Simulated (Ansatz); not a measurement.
# Hf across functionals

```yaml
crystal:
  lattice:
    - [3.19670, 0.00000, 0.00000]
    - [-1.59835, 2.76842, 0.00000]
    - [0.00000, 0.00000, 5.05780]
  atoms:
    - { symbol: Hf, position: [0.33333, 0.66667, 0.25000] }
    - { symbol: Hf, position: [0.66667, 0.33333, 0.75000] }
```

Atoms are numbered in the order listed.

The cell is COD entry 9008501, as deposited and not checked against the literature; nothing was relaxed.

No spin–orbit coupling, which matters for the heavy atoms here.

One fixed cell is solved with several functionals by frozen-core PAW in Ansatz 0.2.0, scalar-relativistically. A positive pressure means that the functional wants a larger cell.

The PAW files were made with PBE; their cores are remade for each functional.

Settings: a Γ-centred 13×13×7 k mesh, Fermi–Dirac smearing of 0.05 eV, cutoff 420 eV, no spin polarisation.

Cutoffs: PBE 420 eV, LDA 420 eV, PBEsol 420 eV, r²SCAN 500 eV.

**Question.** Order the settings by the pressure that they give at this fixed cell, lowest first.
A. LDA
B. r²SCAN
C. PBEsol
D. PBE

**Answer.** A (-7.62 GPa), C (-3.73 GPa), B (-0.13 GPa), D (0.78 GPa).

```
setting  P (GPa)  lowest level at Γ above −25 eV, from the valence-band top or, without a gap, the Fermi level (eV)
    PBE     0.78                                                                                             -11.88
    LDA    -7.62                                                                                             -11.93
 PBEsol    -3.73                                                                                             -11.86
 r²SCAN    -0.13                                                                                             -12.13
```
